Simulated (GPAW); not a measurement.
Crystal: InPd.

```
In Pd
1.0
     0.00000    2.74607    2.74607
     2.74607    0.00000    2.74607
     2.74607    2.74607    0.00000
In Pd
1 1
Cartesian
  0.0000 0.0000 0.0000
  2.7461 2.7461 2.7461
```

The cell was built by a generator and needn't be a form met in nature.

| Item | Value |
| --- | --- |
| Program | GPAW 26.7.0 |
| Task | relaxation of cell and atoms |
| Functional | RPBE |
| Potentials or basis | the program's PAW data sets (release 1.2.1) made for this functional |
| Cutoff | 600 eV |
| Basis | pw |
| k mesh | 8 × 8 × 8 |
| Occupations | fermi-dirac, width 0.05 eV |
| Spin | no spin polarisation |

At the start: pressure 2.6 GPa; volume 20.71 Å³/atom.

Q: How do energy, volume and symmetry change on relaxing?

A: Over 3 steps the energy falls by 5.3 meV/atom and the volume is 21.35 Å³/atom (+3.1 %); space group Fm-3m (No. 225, to 0.05 Å).

Step by step:
```csv
step,energy change (eV),largest force (eV/Å),pressure (GPa),volume (Å³)
1,0.0000,0.0000,2.61,41.42
2,-0.0043,0.0000,1.98,41.72
3,-0.0107,0.0000,0.10,42.70
```

Final structure:
```cif
data_structure
_symmetry_space_group_name_H-M 'P 1'
_symmetry_Int_Tables_number 1
_cell_length_a 3.9234
_cell_length_b 3.9234
_cell_length_c 3.9234
_cell_angle_alpha 60.000
_cell_angle_beta 60.000
_cell_angle_gamma 60.000
_cell_volume 42.70
loop_
_atom_site_label
_atom_site_type_symbol
_atom_site_fract_x
_atom_site_fract_y
_atom_site_fract_z
_atom_site_occupancy
In1 In 0.00000 0.00000 0.00000 1
Pd1 Pd 0.50000 0.50000 0.50000 1
```

Caveat: later steps reuse the first step's grids.
